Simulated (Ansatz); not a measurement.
## CO2: 17O NMR of the central transition

Cell: a computed structure from the Materials Project (it need not be an observed phase), its atoms then relaxed with PBE in this cell.

```
C O
1.0
     4.22721    0.00000    0.00000
     0.00000    4.22721    0.00000
     0.00000    0.00000    4.68777
C O
2 4
Direct
  0.50000 0.50000 0.50000
  0.00000 0.00000 0.00000
  0.30463 0.69537 0.50000
  0.69537 0.30463 0.50000
  0.19537 0.19537 0.00000
  0.80463 0.80463 0.00000
```

Atom numbers follow the list; atoms alike are taken as one site, whose name carries the number of the first.

All values are calculated (Ansatz; DFT, PBE, plane waves and PAW, scalar-relativistic, 420 eV cutoff, Γ-centred 8×8×7 k-points, Fermi–Dirac smearing 0.01 eV), not measured.

17O has I = 5/2 and Q = -25.58 mb (Pyykkö 2018); at 7.05 T its Larmor frequency is ν₀ = 40.7 MHz. Only the quadrupole interaction is simulated: positions count from each site's isotropic chemical shift, and shift anisotropy, dipolar and J coupling are left out.

Task: Simulate the second-order pattern (static powder, Gaussian broadening 0.6 kHz) of site O (1 C at 1.17 Å).

Result: The calculation gives C_Q = -4.47 MHz and η = 0.05, so ν_Q = 0.671 MHz and the centre of gravity lies at -72.5 ppm (-2.95 kHz).

| offset (kHz) | height |
| --- | --- |
| -11.26 | 0 |
| -10.48 | 30 |
| -9.70 | 100 |
| -8.92 | 99 |
| -8.15 | 66 |
| -7.37 | 54 |
| -6.59 | 48 |
| -5.81 | 44 |
| -5.04 | 42 |
| -4.26 | 40 |
| -3.48 | 38 |
| -2.70 | 38 |
| -1.93 | 37 |
| -1.15 | 37 |
| -0.37 | 36 |
| 0.41 | 30 |
| 1.18 | 30 |
| 1.96 | 33 |
| 2.74 | 36 |
| 3.52 | 42 |
| 4.29 | 54 |
| 5.07 | 90 |
| 5.85 | 39 |
| 6.63 | 0 |

At O V_zz points along its bond to C (within 1°).

The relaxation (3 steps) took 11 s of wall time (11 s of CPU time) and 0.39 GiB at its peak, on 1 thread of Arm Neoverse V2 (aarch64; 8 cores open to the job, memory cap 3.0 GiB, no GPU), a shared host with a load of 0.3 a core.
